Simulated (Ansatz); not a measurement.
A nudged elastic band was laid between two geometries of a periodic cell of 17 atoms, Si (host Si, host structure diamond, interstitial Si).

Theory: Ansatz, DFT PBEsol, scalar-relativistic, plane waves, PAW. Settings: PAW set soft_1, cutoff 420 eV, k mesh 2x2x2, gaussian smearing 0.02 eV, no spin polarisation.

```
movable images  : 3
climbing image  : yes
spring          : 5.0 eV/Å²
optimiser       : quadratic models (default)
start path      : default
force threshold : 0.2 eV/Å
iteration limit : 50
end points      : relaxed
```

Image 0:

```xyz
17
Lattice="0.0000 5.4300 5.4300 5.4300 0.0000 5.4300 5.4300 5.4300 0.0000" Properties=species:S:1:pos:R:3
Si 0.005 -0.005 -0.005
Si 1.325 1.358 1.356
Si 2.691 2.739 -0.024
Si 4.073 4.106 1.358
Si 2.696 -0.019 2.734
Si 4.074 1.359 4.106
Si 5.456 2.741 2.741
Si 6.791 4.079 4.072
Si 0.004 2.719 2.719
Si 1.357 4.071 4.073
Si 2.710 5.425 2.720
Si 4.071 6.787 4.039
Si 2.711 2.719 5.426
Si 4.073 4.040 6.787
Si 5.452 5.408 5.408
Si 6.821 6.788 6.789
Si 4.076 6.794 6.787
```

Image 4:

Only the atoms that move by more than 0.05 Å are listed.
```
Si17 2.711 8.147 8.146
```

(1) Which bonds break or form, and what moves?

(2) What energy profile does the band end with?

(3) What is the geometry of the highest image?

## Answers

(1) Contacts lost: Si15–Si17. Contacts made: Si10–Si17. The atom that moves furthest is Si17, by 2.35 Å; four of its nearest neighbours are Si7 2.39, Si3 2.39, Si15 2.39, Si5 2.39 Å at the first end and Si10 2.39, Si2 2.39, Si4 2.39, Si6 2.39 Å at the last.

(2) The forces met the threshold. The highest image is number 2 of 0 to 4, 0.32 eV above the ends, which have the same energy within 2 meV. The threshold of 0.2 eV/Å is loose, so the images may lie well off the minimum-energy path. The order of the stationary point at the top wasn't checked. Limits of this set-up: coarse k mesh, PAW files made for another functional, a small cell, in which the defect meets its images.

```tsv
image	path coordinate (Å)	energy (eV)	Si15–Si17 (Å)	Si10–Si17 (Å)
0	0.00	0.00	2.39	4.69
1	0.71	0.20	2.56	4.05
2	1.41	0.32	3.26	3.25
3	2.12	0.19	4.05	2.56
4	2.82	0.00	4.70	2.39
```

(3) 
```xyz
17
Lattice="0.0000 5.4300 5.4300 5.4300 0.0000 5.4300 5.4300 5.4300 0.0000" Properties=species:S:1:pos:R:3:forces:R:3
Si 0.157 -0.157 -0.157 0.02 -0.02 -0.02
Si 1.256 1.288 1.287 -0.04 -0.04 -0.04
Si 2.642 2.785 -0.099 -0.04 0.04 -0.04
Si 4.142 4.174 1.288 0.04 0.04 -0.04
Si 2.644 -0.097 2.785 -0.04 -0.04 0.03
Si 4.142 1.289 4.173 0.04 -0.03 0.04
Si 5.530 2.786 2.787 0.04 0.04 0.04
Si 6.630 4.232 4.230 -0.02 0.02 0.02
Si -0.010 2.672 2.671 -0.05 0.03 0.03
Si 1.513 3.918 3.917 0.06 -0.06 -0.06
Si 2.759 5.442 2.671 -0.03 0.05 0.03
Si 4.027 6.834 4.063 0.03 -0.03 -0.05
Si 2.759 2.671 5.441 -0.03 0.03 0.05
Si 4.027 4.064 6.833 0.03 -0.05 -0.03
Si 5.273 5.587 5.586 -0.06 0.06 0.06
Si 6.795 6.834 6.833 0.05 -0.03 -0.03
Si 3.392 7.470 7.468 0.00 -0.01 0.00
```

The run took 71 s on 1 thread of Arm Neoverse V2, with other jobs on the host, peak memory 0.69 GiB.
